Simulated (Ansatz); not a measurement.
Ga:

```
Ga
1.0
    -1.38440    1.38440    2.31122
     1.38440   -1.38440    2.31122
     1.38440    1.38440   -2.31122
Ga
1
Direct
  0.00000 0.00000 0.00000
```

This isn't the form of Ga at room conditions, which is orthorhombic.

| Item | Value |
| --- | --- |
| Program | Ansatz 0.2.0 |
| Task | single point |
| Functional | PBEsol |
| Potentials or basis | Ansatz PAW |
| Cutoff | 420 eV (not typed: the program's choice for these potentials) |
| k mesh | 13 × 13 × 13 |
| Occupations | fermi-dirac, width 0.05 eV |
| Spin | no spin polarisation |

On this cell: pressure -0.3 GPa; band gap on the k mesh none (metal or under the smearing width).

The same run follows on a disturbed copy (cell strained at random at fixed volume):

```xyz
1
Lattice="-1.3457 1.3675 2.2797 1.3853 -1.3814 2.3118 1.3843 1.4199 -2.2881" Properties=species:S:1:pos:R:3 pbc="T T T"
Ga    0.0327    0.0007    0.0007
```

Question: What changes?

Answer: The energy (extrapolated to zero smearing) moves by +0.4 meV/atom; pressure -0.1 GPa; band gap on the k mesh none (metal or under the smearing width).

Stress tensor (GPa, compression positive):
```
 0.07  0.16 -0.01
 0.16 -0.06 -0.14
-0.01 -0.14 -0.44
```

Caveats: the PAW data sets come from PBE, with cores solved anew for the run's functional, which leaves a small shift of forces and pressure.
